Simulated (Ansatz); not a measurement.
# How BeS (F-43m) expands on warming, part 3 of 3

Aim: the lattice, expansion, heat capacity and bulk modulus of BeS as it warms.

Experimental results on record:
- heat capacity C_P per formula unit 34.2 J/mol/K and bulk modulus 105 GPa near room temperature (given in “High-Throughput Prediction of Finite-Temperature Properties using the Quasi-Harmonic Approximation”, 2016, arXiv:1603.06924)

Ansatz 0.2.0; DFT LDA, scalar-relativistic, plane waves, PAW.

So far, isothermal bulk modulus at 298 K (GPa): step 5 (the quasi-harmonic study, cutoff 487.2 eV, k-mesh 8×8×8) 98.3; step 7 (phonons on strained cells, k-mesh 4×4×4, q-mesh 4×4×4) 97.8; step 9 (the quasi-harmonic study, cutoff 320 eV, q-mesh 4×4×4) 98.0; step 10 (the quasi-harmonic study, cutoff 487.2 eV, k-mesh 8×8×8 (run 2)) 98.2. The relaxed cell has a = 4.797 Å (conventional setting).

The database entry behind the starting cell differs from later determinations by our own check (0.1 to 0.3 % short, probably kX units), so it need not match the best structure at ambient conditions.

### Step 11. The series together (continued)

The runs together, line volume. The expansion coefficient, volume by temperature; values in 1e-6/K:

```
temperature (K)  lda, 487.2, 8×8×8, 2×2×2, dfpt, 0  lda, 487.2, 4×4×4, 4×4×4, dfpt, 0  lda, 320, 8×8×8, 4×4×4, dfpt, 0  lda, 487.2, 8×8×8, 4×4×4, fd, 0
              0                                  0                                  0                                0                                0
             50                              -0.04                                0.3                             0.33                             0.31
            100                               1.17                               2.28                             2.31                             2.25
            150                               4.66                               6.33                             6.31                             6.21
            200                               8.94                               10.9                             10.9                             10.8
            250                               12.8                               14.9                             14.9                             14.7
            298                               15.7                               17.9                             17.9                             17.7
            300                               15.8                               18.0                             18.0                             17.8
            350                               18.1                               20.4                             20.4                             20.2
            400                               19.9                               22.2                             22.2                             22.0
            450                               21.4                               23.6                             23.6                             23.4
            500                               22.5                               24.8                             24.8                             24.6
            550                               23.4                               25.7                             25.7                             25.5
            600                               24.2                               26.5                             26.5                             26.3
            650                               24.9                               27.2                             27.2                             27.0
            700                               25.4                               27.8                             27.8                             27.6
            750                               26.0                               28.3                             28.3                             28.1
            800                               26.4                               28.8                             28.8                             28.6
```

The runs together, line C_P. Table of heat capacity, C_P by temperature; values in J/mol-atom/K:

```
temperature (K)  lda, 487.2, 8×8×8, 2×2×2, dfpt, 0  lda, 487.2, 4×4×4, 4×4×4, dfpt, 0  lda, 320, 8×8×8, 4×4×4, dfpt, 0  lda, 487.2, 8×8×8, 4×4×4, fd, 0
              0                                  0                                  0                                0                                0
             50                               1.37                               1.21                             1.17                             1.17
            100                               5.62                               5.50                             5.43                             5.42
            150                               9.66                               9.69                             9.61                             9.60
            200                               13.1                               13.3                             13.2                             13.2
            250                               15.9                               16.0                             15.9                             15.9
            298                               17.8                               18.0                             17.9                             17.9
            300                               17.9                               18.1                             18.0                             18.0
            350                               19.4                               19.6                             19.5                             19.5
            400                               20.6                               20.7                             20.7                             20.6
            450                               21.4                               21.6                             21.5                             21.5
            500                               22.1                               22.2                             22.2                             22.2
            550                               22.6                               22.7                             22.7                             22.7
            600                               23.0                               23.2                             23.1                             23.1
            650                               23.4                               23.5                             23.5                             23.5
            700                               23.7                               23.8                             23.8                             23.8
            750                               23.9                               24.0                             24.0                             24.0
            800                               24.1                               24.2                             24.2                             24.2
```

### Step 12. Summary of results

```
settings of these figures                        : LDA, 487.2 eV, k 8×8×8, q 4×4×4
volume expansion coefficient at 298 K            : 17.69 1e-6/K
C_P at 298 K                                     : 17.92 J/mol-atom/K
entropy at 298 K                                 : 14.93 J/mol-atom/K
isothermal bulk modulus at 298 K                 : 98.21 GPa
Grüneisen parameter at 298 K                     : 0.8188
volume at 298 K                                  : 13.96 Å³/atom
principal linear expansion coefficients at 298 K : 5.897, 5.897, 5.897 1e-6/K
```

**Reading.** Near room temperature BeS expands by 17.7 × 10⁻⁶/K in volume by LDA, with C_P = 17.9 J/(mol K) per mole of atoms and B_T = 98.2 GPa. C_P at room temperature is 72 % of the classical 3R an atom, so the stiffest modes are still partly frozen out. A measured bulk modulus near room temperature is 105 GPa (arXiv:1603.06924); the calculated 98.2 GPa differs by -6 %. The table does not say whether its value is isothermal or adiabatic. A measured heat capacity per formula unit near room temperature is 34.2 J/mol/K (arXiv:1603.06924); the calculated 35.8 J/mol/K differs by +5 %. Changing the q-mesh, k-mesh, cutoff and phonon method moves the volume expansion at 298 K between 15.7 and 17.9 × 10⁻⁶/K, while the CPU time spans a factor of 9.5. The interpolation has no quadrupole term, so branches near the zone centre are less sure, since this crystal has sites that are not centres of inversion. The PAW files were made for PBE and are used here under another functional, for which the program regenerates the frozen cores.

[Logs are printed without paths, hosts, clocks, repeated set-up lines and the standing remarks that a program may print on its own settings, such as how far it seeks lower states.]

[Hosts, paths, dates, database ids (printed as entryN), source tags and the programs' standing remarks are cut or masked in the printed files.]

[A step with changed settings may run another functional than the one named; its input shows which.]
